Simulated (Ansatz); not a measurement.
**Pt under changes of volume**

One of the cells (15.904 Å³/atom); the others are scaled copies at fixed shape and fractional positions:

```
CELL_PARAMETERS angstrom
-1.58422 1.58422 1.58422
1.58422 -1.58422 1.58422
1.58422 1.58422 -1.58422
ATOMIC_POSITIONS crystal
Pt 0.00000 0.00000 0.00000
```

This isn't the form of Pt at room conditions, which is fcc.

| Property | Result |
| --- | --- |
| Program | Ansatz 0.2.0 |
| Functional | PBE |
| Potentials or basis | Ansatz PAW |
| Cutoff | 420 eV (not typed: the program's choice for these potentials) |
| k mesh | 12 × 12 × 12 |
| Occupations | fermi-dirac, width 0.05 eV |
| Spin | no spin polarisation |

```csv
volume (Å³/atom),energy over the lowest point (meV/atom),pressure (GPa)
14.950,39.13,15.7
15.268,14.58,9.3
15.586,2.03,3.6
15.904,0.00,-1.3
16.222,7.22,-5.7
16.540,?,?
16.858,45.03,-12.9
```

What does the run at 16.540 Å³/atom give?

Energy over the lowest point 22.57 meV/atom; pressure -9.5 GPa.

Worked out: A Birch-Murnaghan fit of order 3 (a polynomial in V^(-2/3)) to the other rows has its minimum at 15.81 Å³/atom with B0 = V·E''(V) = 240 GPa and B' = 5.5. It gives 22.56 meV/atom at 16.540 Å³/atom, against the run's 22.57, and -dE/dV = -9.6 GPa, against -9.5.

Energies are extrapolated to zero smearing.
